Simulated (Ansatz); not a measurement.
# Ge (I4_1/amd), work and stress of cleavage

Level of theory: DFT PBEsol, scalar-relativistic, plane waves, PAW in Ansatz. Settings: plane waves to 420 eV, k-mesh 22×16×4 (Γ-centred), Gaussian smearing 0.15 eV. No spin polarisation. Energies are free energies at this smearing, counted from the undisturbed cell; pressure is positive in compression.

Zero of the scan (relaxed at this level; this form isn't the usual structure):

```yaml
crystal:
  lattice:
    - [0.00000, 0.00000, -2.79332]
    - [-2.56301, -2.56301, -1.39666]
    - [-10.25205, 10.25205, 0.00000]
  atoms:
    - { symbol: Ge, position: [0.50000, 0.50000, 0.06250] }
    - { symbol: Ge, position: [0.00000, 0.50000, 0.81250] }
    - { symbol: Ge, position: [0.50000, 0.50000, 0.56250] }
    - { symbol: Ge, position: [0.00000, 0.50000, 0.31250] }
    - { symbol: Ge, position: [0.00000, 0.00000, 0.18750] }
    - { symbol: Ge, position: [0.50000, 0.00000, 0.93750] }
    - { symbol: Ge, position: [0.00000, 0.00000, 0.68750] }
    - { symbol: Ge, position: [0.50000, 0.00000, 0.43750] }
```

The cut lies on the cell's a–b face, a (-1 1 0) plane (indices in the standard cell, whose axes needn't be the Cartesian ones shown) of area 10.12 Å², between layers 1.81 Å apart. Vector c is lengthened by d along the normal with the atoms' Cartesian places fixed: one unrelaxed cut a cell. The traction is positive where the two halves pull on each other.

```
d (Å) energy (J/m²) traction (GPa)
 0.00           0.00             0.2
 0.50           0.39            11.3
 1.00           0.93             9.5
 2.00           1.56             3.4
 3.00           1.74             0.7
 6.00           1.77             0.0
```

**Question.** What are the work of separation and the cleavage stress, and do they fit the universal binding curve?

**Answer.** The energy levels off near W ≈ 1.77 J/m² (the traction is down to 0.0 GPa), the energy of the two unrelaxed faces, 0.89 J/m² each on average. The largest sampled traction is 11.3 GPa at d = 0.50 Å, and a parabola through it and its two neighbours peaks at σ_max ≈ 12.2 GPa, d ≈ 0.68 Å. The curve E = W[1 − (1 + d/ℓ)exp(−d/ℓ)] peaks in traction at d = ℓ with σ_max = W/(eℓ); with 1 J/m² per Å = 10 GPa this W and σ_max give ℓ = 0.53 Å. A parabola through that curve at the same three d peaks at 0.66 Å, against 0.68 Å here, a fair fit. Real crystals break at far lower stress, because cracks concentrate it, and on the plane of lowest W, which needn't be this one.

The cut is rigid; relaxing the faces lowers these energies and usually the stresses.

In a metal these slopes depend on the k mesh and the smearing.

Cost: 6 runs of about 11 core-minutes in all, on AMD EPYC 9R45 (Zen 5) (shared hosts).